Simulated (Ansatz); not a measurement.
# PbO: energy along a strain

PbO, P4/nmm, a = 3.974 Å, c = 5.022 Å (as given, not relaxed at this level: 4.9 GPa, forces to 0.45 eV/Å). The structure is a COD entry; whether it is the stable form wasn't checked. Ansatz: PBE, PAW, 420 eV, Γ-centred 8×8×6 mesh on 4 atoms, Gaussian smearing 0.05 eV; no spin polarisation. Cell vectors (Å): 3.974 0.000 0.000; 0.000 3.974 0.000; 0.000 0.000 5.022. The cell is strained by x per cent times the pattern (1 -1 0 0 0 0) in the order xx yy zz yz xz xy (engineering shears), with fractional coordinates held. y is the free energy over the start, V0 = 19.832 Å³/atom. Symmetry makes y even in x.

| x (%) | y (meV/atom) |
| --- | --- |
| -4.00 | ? |
| -2.00 | 4.04 |
| 0.00 | 0.00 |
| 0.50 | 0.24 |
| 1.00 | 0.99 |
| 1.50 | 2.26 |
| 2.50 | 6.34 |
| 3.00 | 9.16 |
| 3.50 | 12.51 |

Fit y = c2 x² + c4 x⁴ to the other rows, get the stiffness along the pattern, and predict the missing energy.

Least squares on the rows shown. y = 1.0048 x² + 0.0013739 x⁴. The clamped-ion stiffness p·C·p = 2 × 10.05 eV × 160.2 / 19.832 Å³ = 162 GPa (second derivative at the start, which stands under stress). At x = -4.00 the fit asked for gives 16.43 meV/atom. The run gave 16.40 meV/atom, so the fit is 0.03 meV/atom too high, a small miss on the scale of the series.

Spin–orbit coupling is left out, which can shift energies with elements as heavy as these.